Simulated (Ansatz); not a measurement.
The system is GaAs.

```xyz
2
Lattice="0.0000 2.8268 2.8268 2.8268 0.0000 2.8268 2.8268 2.8268 0.0000" Properties=species:S:1:pos:R:3 pbc="T T T"
As    4.2403    4.2403    4.2403
Ga    0.0000    0.0000    0.0000
```

```yaml
Program: Ansatz 0.2.0
Task: relaxation of cell and atoms
Functional: RPBE
Dispersion: D3(BJ)
Potentials_or_basis: all-electron LAPW, scalar-relativistic
Basis_error_allowed: 0.001 eV/atom
k_mesh: 8 × 8 × 8
Occupations: fermi-dirac, width 0.05 eV
Spin: no spin polarisation
```

At the start: volume 22.59 Å³/atom.

Problem. How do energy, volume and symmetry change on relaxing?

Solution. Over 5 steps the energy falls by 35.8 meV/atom and the volume is 20.75 Å³/atom (-8.2 %); space group F-43m (No. 216, to 0.05 Å).

The path:
| step | energy change (eV) | largest force (eV/Å) | volume (Å³) |
| --- | --- | --- | --- |
| 1 | 0.0000 | 0.0000 | 45.18 |
| 2 | -0.0686 | 0.0000 | 42.20 |
| 3 | -0.0715 | 0.0000 | 41.38 |
| 4 | -0.0716 | 0.0000 | 41.49 |
| 5 | -0.0716 | 0.0000 | 41.49 |

Final structure:
```
CELL_PARAMETERS angstrom
0.00000 2.74775 2.74775
2.74775 0.00000 2.74775
2.74775 2.74775 0.00000
ATOMIC_POSITIONS crystal
As 0.75000 0.75000 0.75000
Ga 0.00000 0.00000 0.00000
```
